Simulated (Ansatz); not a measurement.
# Ta3H8: a trial structure relaxed, part 1 of 2

Where does this trial cell of Ta3H8 go when cell and atoms are let free, and does the end survive a random kick?

Method: DFT PBE, scalar-relativistic, plane waves, PAW, in Ansatz 0.2.0.

### 1 The starting structure

It takes space group Pm-3m (No. 221, cubic). Conventional cell: a = 4.398 Å, b = 4.398 Å, c = 4.398 Å, α = 90.00°, β = 90.00°, γ = 90.00°. Ta (site symmetry 4/mmm) has 8 H at 1.95 Å as nearest neighbours. H (site symmetry 3m) is surrounded by 3 Ta at 1.95 Å.

Structure file:

```cif
data_structure
_symmetry_space_group_name_H-M 'Pm-3m'
_symmetry_Int_Tables_number 221
_cell_length_a 4.3975
_cell_length_b 4.3975
_cell_length_c 4.3975
_cell_angle_alpha 90.000
_cell_angle_beta 90.000
_cell_angle_gamma 90.000
_cell_volume 85.04
loop_
_atom_site_label
_atom_site_type_symbol
_atom_site_symmetry_multiplicity
_atom_site_Wyckoff_symbol
_atom_site_fract_x
_atom_site_fract_y
_atom_site_fract_z
_atom_site_occupancy
Ta1 Ta 3 d 0.50000 0.00000 0.00000 1
H1 H 8 g 0.73282 0.73282 0.73282 1
```

The start is the relaxed end of an invented cell (made as: random cell by space group and Wyckoff sites (Pm-3m, No. 221)), taken up again for a closer look.

### 2 A first look at the guess

input.yaml

```yaml
crystal:
  lattice:
    - [4.397528, 0.0, 0.0]
    - [0.0, 4.397528, 0.0]
    - [0.0, 0.0, 4.397528]
  atoms:
    - { symbol: Ta, position: [0.5, 0.0, 0.0] }
    - { symbol: Ta, position: [0.0, 0.5, 0.0] }
    - { symbol: Ta, position: [0.0, 0.0, 0.5] }
    - { symbol: H, position: [0.732821, 0.732821, 0.732821] }
    - { symbol: H, position: [0.267179, 0.267179, 0.732821] }
    - { symbol: H, position: [0.267179, 0.732821, 0.267179] }
    - { symbol: H, position: [0.732821, 0.267179, 0.267179] }
    - { symbol: H, position: [0.732821, 0.732821, 0.267179] }
    - { symbol: H, position: [0.267179, 0.267179, 0.267179] }
    - { symbol: H, position: [0.732821, 0.267179, 0.732821] }
    - { symbol: H, position: [0.267179, 0.732821, 0.732821] }
basis:
  ecutwfc: 420
kpoints:
  mp_grid: { grid: [4, 4, 4] }
hamiltonian:
  xc: pbe
scf:
  occupations: { method: gaussian, width: 0.1 }
  lower_state_search: "off"
output:
  forces: true
  stress: true
  eigenvalues: true
```

On the command line:

```bash
> ansatz run input.yaml --threads 4 --pin off --max-ram 8192MiB --backend cpu --events-out ev --progress --plain --runs-dir out
```

Standard output, shortened:

```text
Warning: RAYON_NUM_THREADS=4 ignored (pool sized by the plan → 4); use --threads N
[...]
Pseudopotentials: kind: paw
Pseudopotential: Ta, paw, valence charge 13, recommended cutoff 420 eV (normal), Ta.paw.azcp
Pseudopotential: H, paw, valence charge 1, recommended cutoff 420 eV (normal), H.paw.azcp
Functional definition: PBE
[...]
Crystal: 11 atoms, lattice volume = 85.041 Å³
Basis set: ecut = 420 eV, 1647 PW (Γ), exchange–correlation on 60×60×60 points (8 copies of the dense FFT grid, shifted against one another)
Bands: 35, of which v1, the nominal top of the filled ones, is band 24 counted from 1 (23 counted from 0)
Symmetry: 48 space group operations
Space group: Pm-3m (ITA 221), of the structure as read, at distance tolerance 4.4e-5 Å
k-points: 10 of 64
[...]
SCF iter   1: F=—  HF=-29924.902898 eV  |F-HF|=—  |Δ(HF+E_count)|=         —  Δρ=8.75e-3  dr2=2.57e-2  ethr=1.77e-3  ⟨swp⟩=5.4  Hψ=1501  notcnv=0  defer=5
[...]
SCF iter   6: F=-29924.904963 eV  HF=-29924.904963 eV  |F-HF|=3.31e-8  |Δ(HF+E_count)|=   4.94e-7  Δρ=4.28e-6  dr2=2.53e-8  ethr=2.13e-10  ⟨swp⟩=8.8  Hψ=1321  notcnv=0
[...]
SCF converged after 6 iterations
Free energy (F): -29924.904963 eV
[...]
E sigma→0 (E₀):  -29924.898863 eV
Entropy (-TS):   -0.012199 eV (-1.109 meV/atom)
Fermi energy:    13.174046 eV
[...]
--- Forces (eV/Å), atoms counted from 1 ---
  atom   1  Ta    -0.00000000    -0.00000000     0.00000000
  atom   2  Ta     0.00000000     0.00000000     0.00000000
  atom   3  Ta     0.00000000    -0.00000000    -0.00000000
  atom   4  H     -0.01125454    -0.01125454    -0.01125454
  atom   5  H      0.01125454     0.01125454    -0.01125454
  atom   6  H      0.01125454    -0.01125454     0.01125454
  atom   7  H     -0.01125454     0.01125454     0.01125454
  atom   8  H     -0.01125454    -0.01125454     0.01125454
[...]
--- Stress (GPa, compression-positive) ---
       -0.458226      -0.000000       0.000000
        0.000000      -0.458226       0.000000
        0.000000       0.000000      -0.458226
  P = ⅓ Tr σ = -0.4582 GPa (-4.582 kbar)
--- Band table (eV; the first three rows and the last of 10) ---
[...]
```

It took 0.6 s on 4 threads of Intel Xeon Platinum 8375C at 2.90GHz (Ice Lake), shared host; peak memory 0.42 GiB.

From the probe: pressure -0.5 GPa, largest force 0.02 eV/Å, gap on this mesh none (metal). The relaxation goes to the converged mesh at once.

### 3 Full relaxation

input.yaml, as its differences from that of step 2:

```diff
@@ -20,3 +20,3 @@
 kpoints:
-  mp_grid: { grid: [4, 4, 4] }
+  mp_grid: { grid: [8, 8, 8] }
 hamiltonian:
@@ -25,3 +25,2 @@
   occupations: { method: gaussian, width: 0.1 }
-  lower_state_search: "off"
 output:
@@ -30 +29,10 @@
   eigenvalues: true
+  write_density: true
+  write_potential: true
+  elf: true
+  volumetric_format: npy
+relax:
+  adjacent_minimum: "off"
+  f_tol: 0.01
+  max_steps: 80
+  cell: { stress_tol: 0.05 }
```

On the command line:

```bash
> ansatz run input.yaml --threads 4 --pin off --max-ram 8192MiB --backend cpu --events-out ev --progress --plain --runs-dir out
```

Standard output:

```text
Warning: RAYON_NUM_THREADS=4 ignored (pool sized by the plan → 4); use --threads N
Engine: ansatz 0.2.0, x86_64-unknown-linux-gnu
Pseudopotentials: kind: paw
Pseudopotential: Ta, paw, valence charge 13, recommended cutoff 420 eV (normal), Ta.paw.azcp
Pseudopotential: H, paw, valence charge 1, recommended cutoff 420 eV (normal), H.paw.azcp
Functional definition: PBE
  parameter kappa = 0.804
  parameter beta = 0.06672455060314922
  exchange = pbe_x(kappa = kappa, mu = beta*pi^2/3)
  correlation = pbe_c(beta = beta)
Crystal: 11 atoms, lattice volume = 85.041 Å³
Basis set: ecut = 420 eV, 1647 PW (Γ), exchange–correlation on 60×60×60 points (8 copies of the dense FFT grid, shifted against one another)
Bands: 35, of which v1, the nominal top of the filled ones, is band 24 counted from 1 (23 counted from 0)
Symmetry: 48 space group operations
Space group: Pm-3m (ITA 221), of the structure as read, at distance tolerance 4.4e-5 Å
k-points: 35 of 512
Non-local potential: Ta, projectors of the file, l = 0: 3, l = 1: 2, l = 2: 2, l = 3: 1
Non-local potential: H, projectors of the file, l = 0: 2, l = 1: 1
PAW form: soft (Blöchl's): semilocal exchange-correlation on the pseudo side does not see the compensation charge
PAW one-centre angular grid: Ta, 590 points (default); XC on 64 Gauss nodes
PAW one-centre angular grid: H, 110 points (default); XC on 64 Gauss nodes
Initial density: superposition of atomic densities (neutral atoms: chi_scale 0, normalization atom), corrected by the library's trained network
Initial wavefunctions: pseudopotential atomic-orbital guess
Functional: x = pbe(κ = 0.804, μ = 0.2195149727645171), c = pbe(β = 0.06672455060314922)
SCF iter   1: F=—  HF=-29924.881099 eV  |F-HF|=—  |Δ(HF+E_count)|=         —  Δρ=7.97e-3  dr2=3.08e-2  ethr=1.77e-3  ⟨swp⟩=5.6  Hψ=5309  notcnv=0  defer=14
preconditioner: auto → Kerker (q_TF=auto, 2.472 Å⁻¹)  [metal: Δε(μ)=0.036 eV  Ē_g=8.450 eV  σ=0.100 eV  W_gap=0.20  n_scr=18 (ndim 8)  ℏωp=19.3 eV  f_vac=0.005  D(μ)=4.38/eV (n_scr^D=32)]
SCF iter   2: F=—  HF=-29924.880726 eV  |F-HF|=—  |Δ(HF+E_count)|=   3.74e-4  Δρ=4.75e-3  dr2=1.23e-2  ethr=6.56e-5  ⟨swp⟩=1.1  Hψ=1507  notcnv=0  defer=36
SCF iter   3: F=—  HF=-29924.879757 eV  |F-HF|=—  |Δ(HF+E_count)|=   9.69e-4  Δρ=4.85e-4  dr2=2.01e-4  ethr=2.62e-5  ⟨swp⟩=2.1  Hψ=1429  notcnv=0  defer=36
SCF iter   4: F=—  HF=-29924.879787 eV  |F-HF|=—  |Δ(HF+E_count)|=   2.98e-5  Δρ=1.18e-4  dr2=1.31e-5  ethr=4.27e-7  ⟨swp⟩=2.0  Hψ=1482  notcnv=0  defer=36
SCF iter   5: F=—  HF=-29924.879849 eV  |F-HF|=—  |Δ(HF+E_count)|=   6.26e-5  Δρ=3.25e-5  dr2=1.02e-6  ethr=2.78e-8  ⟨swp⟩=2.1  Hψ=1502  notcnv=0  defer=36
SCF iter   6: F=—  HF=-29924.879850 eV  |F-HF|=—  |Δ(HF+E_count)|=   1.32e-6  Δρ=7.24e-6  dr2=1.01e-7  ethr=2.13e-10  ⟨swp⟩=14.7  Hψ=8383  notcnv=0
SCF iter   7: F=-29924.879851 eV  HF=-29924.879851 eV  |F-HF|=3.20e-9  |Δ(HF+E_count)|=   8.64e-8  Δρ=2.56e-6  dr2=1.26e-8  ethr=2.13e-10  ⟨swp⟩=9.0  Hψ=6617  notcnv=0
SCF 1 converged in 7 iterations: F = -29924.879851 eV  dr2 = 1.26e-8
relax step   1: F+E_penalty+E_count = -29924.87985050 eV  Δ(F+E_penalty+E_count) = +0.000e0 eV  max|allowed force component| = 3.337e-4 eV/Å  Δτ_max = 0.0000 Å  P = -0.029 GPa  Ω = 85.041 Å³  (7 SCF iters, dr2 threshold 1.00e-7 eV, accepted)
Initial density: handed on by an earlier stage of this run
Initial wavefunctions: pseudopotential atomic-orbital guess (no wavefunctions were taken with the density)
iter 1 solved again at ethr=1.42e-8 eV; its pass at ethr=3.10e-3 eV (dr2=6.70e-6 eV) is discarded
SCF iter   1: F=—  HF=-29924.879795 eV  |F-HF|=—  |Δ(HF+E_count)|=         —  Δρ=2.70e-6  dr2=1.32e-8  ethr=1.42e-8  ⟨swp⟩=4.0  Hψ=9182  notcnv=0
preconditioner: auto → Kerker (q_TF=auto, 2.472 Å⁻¹)  [metal: Δε(μ)=0.049 eV  Ē_g=8.453 eV  σ=0.100 eV  W_gap=0.27  n_scr=18 (ndim 8)  ℏωp=19.3 eV  f_vac=0.006  D(μ)=4.29/eV (n_scr^D=32)]
SCF iter   2: F=—  HF=-29924.879851 eV  |F-HF|=—  |Δ(HF+E_count)|=   5.59e-5  Δρ=1.94e-6  dr2=7.69e-9  ethr=2.81e-11  ⟨swp⟩=2.1  Hψ=1988  notcnv=0
SCF iter   3: F=—  HF=-29924.879851 eV  |F-HF|=—  |Δ(HF+E_count)|=   3.87e-9  Δρ=7.41e-7  dr2=4.03e-10  ethr=1.64e-11  ⟨swp⟩=2.0  Hψ=1622  notcnv=0
iter 4 did not close the SCF: its close was put off for the readings that it lacked (scf_convergence_deferred on its scf_iter line)
SCF iter   4: F=-29924.879851 eV  HF=-29924.879851 eV  |F-HF|=1.02e-10  |Δ(HF+E_count)|=  4.51e-10  Δρ=3.56e-7  dr2=4.83e-11  ethr=1.00e-12  ⟨swp⟩=2.0  Hψ=1548  notcnv=0
iter 5 did not close the SCF: its close was put off for the readings that it lacked (scf_convergence_deferred on its scf_iter line)
SCF iter   5: F=-29924.879851 eV  HF=-29924.879851 eV  |F-HF|=1.46e-11  |Δ(HF+E_count)|=  1.06e-10  Δρ=5.43e-8  dr2=1.66e-12  ethr=1.00e-12  ⟨swp⟩=2.0  Hψ=1306  notcnv=0
iter 6 did not close the SCF: its close was put off for the readings that it lacked (scf_convergence_deferred on its scf_iter line)
SCF iter   6: F=-29924.879851 eV  HF=-29924.879851 eV  |F-HF|=1.46e-11  |Δ(HF+E_count)|=  1.09e-11  Δρ=2.32e-8  dr2=1.37e-13  ethr=1.00e-12  ⟨swp⟩=1.0  Hψ=1225  notcnv=0
iter 7 did not close the SCF: its close was put off for the readings that it lacked (scf_convergence_deferred on its scf_iter line)
SCF iter   7: F=-29924.879851 eV  HF=-29924.879851 eV  |F-HF|=1.46e-11  |Δ(HF+E_count)|=  2.91e-11  Δρ=4.77e-9  dr2=1.41e-14  ethr=1.00e-12  ⟨swp⟩=1.0  Hψ=1225  notcnv=0
SCF iter   8: F=-29924.879851 eV  HF=-29924.879851 eV  |F-HF|=2.91e-11  |Δ(HF+E_count)|=  7.28e-12  Δρ=5.10e-10  dr2=1.77e-16  ethr=1.00e-12  ⟨swp⟩=3.1  Hψ=3616  notcnv=0
SCF 2 converged in 8 iterations: F = -29924.879851 eV  dr2 = 1.77e-16
relax step   2: F+E_penalty+E_count = -29924.87985051 eV  Δ(F+E_penalty+E_count) = -3.889e-9 eV  max|allowed force component| = 3.170e-4 eV/Å  Δτ_max = 0.0000 Å  P = -0.029 GPa  Ω = 85.041 Å³  stress off target by 2.90e-2 GPa  SCF on the basis re-selected at this cell (its energy is not comparable with the rows above)  (8 SCF iters)
basis re-selected at this cell: Δ(F+E_penalty+E_count) = -3.889e-9 eV, ΔP = -0.000 GPa vs the last step (what re-selecting the basis moved, of the pressure what is left beyond the Pulay correction that the steps carried, after the strain that the cell walked since its last selection, with what the two solves' SCF thresholds leave and, on support functions, any second-order correction that the steps lacked; it is no measure of the basis error at this ecutwfc). This SCF's stress stands 2.90e-2 GPa from its target on what of the cell is left free (relax.cell.stress_tol is 5.00e-2 GPa) and its largest allowed force component is 3.17e-4 eV/Å (relax.f_tol is 1.00e-2 eV/Å): within both
SCF converged after 8 iterations
Free energy (F): -29924.879851 eV
Harris-Foulkes:  -29924.879851 eV  (|F-HF|=2.91e-11)
Internal energy: -29924.858376 eV  (E = F + TS)
E sigma→0 (E₀):  -29924.869113 eV
Entropy (-TS):   -0.021475 eV (-1.952 meV/atom)
Fermi energy:    13.368418 eV
--- Per-component energies (eV) ---
  E_band       = -539.461638
  E_kinetic    = 1211.377963
  E_local      = -2495.821840  (includes V_loc(G=0)·N_el)
  E_nonlocal   = 53.994870
  E_hartree    = 872.465684
  E_xc         = -729.766247
  E_vxc        = -708.579888  (∫ρ·V_xc dr)
  E_paw        = -25194.529748  (= ΣΔE_a)
  E_vpaw       = -345.354195  (= ΣTr[D̂ρ^β])
  E_aug_tail   = -0.009917  (compensation charges beyond the density's cutoff)
  E_ewald      = -3642.569141
  E_smearing   = -0.021475  (= −TS)
  E_closure    = -0.000000  (closes the sum)
  Σ components = -29924.879851   (vs F -29924.879851, Δ=0.00e0)
--- Forces (eV/Å), atoms counted from 1 ---
  atom   1  Ta     0.00000000    -0.00000000    -0.00000000
  atom   2  Ta     0.00000000     0.00000000     0.00000000
  atom   3  Ta     0.00000000    -0.00000000     0.00000000
  atom   4  H      0.00031704     0.00031704     0.00031704
  atom   5  H     -0.00031704    -0.00031704     0.00031704
  atom   6  H     -0.00031704     0.00031704    -0.00031704
  atom   7  H      0.00031704    -0.00031704    -0.00031704
  atom   8  H      0.00031704     0.00031704    -0.00031704
  atom   9  H     -0.00031704    -0.00031704    -0.00031704
  atom  10  H      0.00031704    -0.00031704     0.00031704
  atom  11  H     -0.00031704     0.00031704     0.00031704
  max |Σ_I F_I| component: 5.42e-19 eV/Å
--- Stress (GPa, compression-positive) ---
       -0.029009       0.000000       0.000000
        0.000000      -0.029009       0.000000
        0.000000       0.000000      -0.029009
  P = ⅓ Tr σ = -0.0290 GPa (-0.290 kbar)
--- Band table (eV; the first three rows and the last of 35) ---
  k-point 0: bands = ["-55.4004", "-55.3458", "-55.3458", "-22.2168", "-22.2168", "-22.2168", "-21.8406", "-21.8406", "-21.8406", "-21.6951", "-21.6951", "-21.6951", "1.6889", "6.4203", "6.4203", "6.4203", "8.2647", "8.2647", "8.2647", "8.2752", "9.7109", "9.7109", "13.3144", "13.3144", "13.3144", "13.5127", "15.9211", "15.9211", "17.2527", "17.4235", "17.4235", "17.4235", "20.4584", "20.6822", "20.6822"]
  k-point 1: bands = ["-55.3985", "-55.3477", "-55.3458", "-22.2053", "-22.2053", "-22.1989", "-21.8453", "-21.8453", "-21.8417", "-21.7171", "-21.7028", "-21.7028", "1.8436", "6.4421", "6.4421", "6.5196", "7.4852", "8.2252", "8.2252", "8.5574", "9.8846", "10.2078", "11.9286", "13.4075", "13.4075", "15.0361", "15.5953", "15.9093", "16.8848", "17.1458", "17.1458", "17.4248", "19.2595", "20.6015", "20.8343"]
  k-point 2: bands = ["-55.3934", "-55.3528", "-55.3458", "-22.1744", "-22.1744", "-22.1470", "-21.8606", "-21.8606", "-21.8442", "-21.7785", "-21.7202", "-21.7202", "2.2961", "6.3437", "6.4962", "6.4962", "6.8078", "8.1355", "8.1355", "8.9333", "10.3848", "10.6342", "10.9826", "13.6106", "13.6106", "14.7167", "15.5855", "16.2050", "16.7129", "16.7129", "16.7363", "17.4280", "18.1859", "20.1948", "20.1948"]
  k-point 34: bands = ["-55.3638", "-55.3638", "-55.3638", "-22.4040", "-22.1249", "-22.1249", "-22.1249", "-21.7454", "-21.7454", "-21.6782", "-21.6782", "-21.6782", "4.5952", "5.0849", "5.0849", "5.0849", "8.1442", "8.1442", "8.1442", "8.8923", "12.1359", "12.1359", "12.1359", "13.4487", "13.4487", "13.4487", "14.4882", "14.4882", "17.0606", "17.0606", "17.0606", "18.4823", "19.1100", "19.1100", "19.1100"]
--- Relaxed structure (1 steps of the walk, 1 accepted, 1 SCFs on fresh bases) ---
  F+E_penalty+E_count = -29924.87985051 eV   max|allowed force component| = 3.170e-4 eV/Å   (the final SCF, on the basis selected at the relaxed cell)
  cell:  # Å, volume = 85.0405 Å³
    - [4.397528, 0.0, 0.0]
    - [0.0, 4.397528, 0.0]
    - [0.0, 0.0, 4.397528]
  atoms:
    - { symbol: Ta, position: [0.5, 0.0, 0.0] }
    - { symbol: Ta, position: [0.0, 0.5, 0.0] }
    - { symbol: Ta, position: [0.0, 0.0, 0.5] }
    - { symbol: H, position: [0.732821, 0.732821, 0.732821] }
    - { symbol: H, position: [0.26717900000000006, 0.26717900000000006, 0.732821] }
    - { symbol: H, position: [0.26717900000000006, 0.732821, 0.26717900000000006] }
    - { symbol: H, position: [0.732821, 0.26717900000000006, 0.26717900000000006] }
    - { symbol: H, position: [0.732821, 0.732821, 0.26717900000000006] }
    - { symbol: H, position: [0.26717900000000006, 0.26717900000000006, 0.26717900000000006] }
    - { symbol: H, position: [0.732821, 0.26717900000000006, 0.732821] }
    - { symbol: H, position: [0.26717900000000006, 0.732821, 0.732821] }
```

Wall time 3.5 s (4 threads of Intel Xeon Platinum 8375C at 2.90GHz (Ice Lake), shared host); peak memory 0.51 GiB.

Relaxation path:

```
step  energy from step 1 (eV/cell)  largest force component (eV/Å)  pressure (GPa)  volume (Å³)
   1                        0.0000                          0.0003           -0.03        85.04
   2                        0.0000                          0.0003           -0.03        85.04
```

Step 1 is the start. Step 2 repeats the geometry before it on a plane-wave basis chosen anew for that cell, so its energy need not be comparable with the rows above.

|  | before | after | change |
| --- | --- | --- | --- |
| a (Å) | 4.398 | 4.398 | 0.0 % |
| b (Å) | 4.398 | 4.398 | 0.0 % |
| c (Å) | 4.398 | 4.398 | 0.0 % |
| volume (Å³/atom) | 7.73 | 7.73 | 0.0 % |
| shortest distance (Å) | 1.952 | 1.952 | 0.0 % |
| space group (0.01 Å) | Pm-3m | Pm-3m | same |

The run keeps the 48 symmetry operations of the start, so it could not have lowered the symmetry.

Density in a lattice plane of the grid's cell (edges 4.40 and 4.40 Å, at 0.267 of the third edge), which holds H.

Ten even steps from '0' (0.05 e/Å³) to '9' (1.52 e/Å³):
```
222111111111111111111122
221122221111111112222112
111223332211111223332211
111235664211011246653211
111247995310001359974211
111246885210001258864211
111223442100000124432211
111112211000000011221111
111111100000000000111111
111110000000000000001111
111111100000000000111111
111112211000000011221111
111223442100000124432211
111246885210001258864211
111247995310001359974211
111235664211011246653211
111223332211111223332211
221122221111111112222112
222111111111111111111122
332111111111111111111123
```
Columns run along the first of these edges and rows up along the second, over one cell in 24 and 20 even steps from the bottom left corner. Atoms in the plane (fractional): H at (0.27, 0.73), H at (0.73, 0.27), H at (0.27, 0.27), H at (0.73, 0.73).

ELF in the same plane.

Values, 12 rows by 12 columns:
```
0.19 0.16 0.29 0.52 0.43 0.22 0.18 0.22 0.43 0.52 0.29 0.16
0.18 0.29 0.72 0.92 0.84 0.39 0.14 0.39 0.84 0.92 0.72 0.29
0.29 0.52 0.92 1.00 0.98 0.63 0.16 0.63 0.98 1.00 0.92 0.52
0.28 0.43 0.84 0.98 0.96 0.58 0.14 0.58 0.96 0.98 0.84 0.43
0.24 0.22 0.39 0.63 0.58 0.25 0.08 0.25 0.58 0.63 0.39 0.22
0.26 0.18 0.14 0.16 0.14 0.08 0.04 0.08 0.14 0.16 0.14 0.18
0.24 0.22 0.39 0.63 0.58 0.25 0.08 0.25 0.58 0.63 0.39 0.22
0.28 0.43 0.84 0.98 0.96 0.58 0.14 0.58 0.96 0.98 0.84 0.43
0.29 0.52 0.92 1.00 0.98 0.63 0.16 0.63 0.98 1.00 0.92 0.52
0.18 0.29 0.72 0.92 0.84 0.39 0.14 0.39 0.84 0.92 0.72 0.29
0.19 0.16 0.29 0.52 0.43 0.22 0.18 0.22 0.43 0.52 0.29 0.16
0.28 0.19 0.18 0.29 0.28 0.24 0.26 0.24 0.28 0.29 0.18 0.19
```
Columns run along the first of these edges and rows up along the second, over one cell in 12 and 12 even steps from the bottom left corner. Atoms in the plane (fractional): H at (0.27, 0.73), H at (0.73, 0.27), H at (0.27, 0.27), H at (0.73, 0.73).

Both are smooth fields of the valence electrons: close to the nuclei they are not physical.

Outside the cores ELF peaks at 1.00 at H.

### 4 Reference for the kick test

input.yaml, as its differences from that of step 3:

```diff
@@ -20,3 +20,3 @@
 kpoints:
-  mp_grid: { grid: [8, 8, 8] }
+  mp_grid: { grid: [6, 6, 6] }
 hamiltonian:
@@ -24,3 +24,4 @@
 scf:
-  occupations: { method: gaussian, width: 0.1 }
+  occupations: { method: gaussian, width: 0.2 }
+  lower_state_search: "off"
 output:
@@ -29,10 +30 @@
   eigenvalues: true
-  write_density: true
-  write_potential: true
-  elf: true
-  volumetric_format: npy
-relax:
-  adjacent_minimum: "off"
-  f_tol: 0.01
-  max_steps: 80
-  cell: { stress_tol: 0.05 }
```

On the command line:

```bash
> ansatz run input.yaml --threads 4 --pin off --max-ram 8192MiB --backend cpu --events-out ev --progress --plain --runs-dir out
```

Standard output, shortened:

```text
[...]
SCF converged after 7 iterations
Free energy (F): -29924.924481 eV
[...]
E sigma→0 (E₀):  -29924.899234 eV
Entropy (-TS):   -0.050493 eV (-4.590 meV/atom)
Fermi energy:    13.298436 eV
[...]
--- Forces (eV/Å), atoms counted from 1 ---
  atom   1  Ta    -0.00000000    -0.00000000    -0.00000000
  atom   2  Ta     0.00000000    -0.00000000    -0.00000000
  atom   3  Ta     0.00000000     0.00000000     0.00000000
  atom   4  H      0.00012007     0.00012007     0.00012007
  atom   5  H     -0.00012007    -0.00012007     0.00012007
  atom   6  H     -0.00012007     0.00012007    -0.00012007
  atom   7  H      0.00012007    -0.00012007    -0.00012007
  atom   8  H      0.00012007     0.00012007    -0.00012007
[...]
--- Stress (GPa, compression-positive) ---
       -0.117617       0.000000       0.000000
        0.000000      -0.117617       0.000000
        0.000000       0.000000      -0.117617
  P = ⅓ Tr σ = -0.1176 GPa (-1.176 kbar)
--- Band table (eV; the first three rows and the last of 20) ---
[...]
```

Run time: 0.87 s. Hardware: 4 threads of Intel Xeon Platinum 8375C at 2.90GHz (Ice Lake), shared host; peak memory 0.46 GiB.

The cell holds 11 atoms.

(Continued in part 2 of 2.)
